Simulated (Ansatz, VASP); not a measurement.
**Al in VASP and in Ansatz**

```
Al
1.0
     5.72757    0.00000    0.00000
     2.86378    4.96022    0.00000
     0.00000    0.00000   16.67654
Al
12
Direct
  0.16667 0.16667 0.05996
  0.66667 0.16667 0.05996
  0.16667 0.66667 0.05996
  0.66667 0.66667 0.05996
  0.83333 0.33333 0.20018
  0.33333 0.33333 0.20018
  0.83333 0.83333 0.20018
  0.33333 0.83333 0.20018
  0.00000 0.00000 0.34039
  0.50000 0.00000 0.34039
  0.00000 0.50000 0.34039
  0.50000 0.50000 0.34039
```

Alike in both runs: functional PBE; dispersion D3(BJ); k mesh 3 × 3 × 1; occupations fermi-dirac, width 0.15 eV; no spin polarisation.

Ansatz relaxed the structure, and its values are those at the end. VASP's run is a single point on that final structure, the one shown.

```csv
,VASP,Ansatz
version,VASP 6.6.1,Ansatz 0.2.0
potentials or method,"VASP PAW PBE potentials, release 64 (Al)","scalar-relativistic, plane waves, PAW"
plane-wave cutoff (eV),520,420
valence electrons in the cell,36,36
```

```tsv
	VASP	Ansatz	Ansatz less VASP
rms of the force components (eV/Å)	0.013	0.013	-0.0004
dispersion energy (meV/atom)	-227.6	-227.7	-0.04
```

Ansatz warned: «structure_snapped_to_symmetry».

Caveats: the k mesh is coarse (spacing up to 0.42 Å⁻¹), so the values aren't converged.
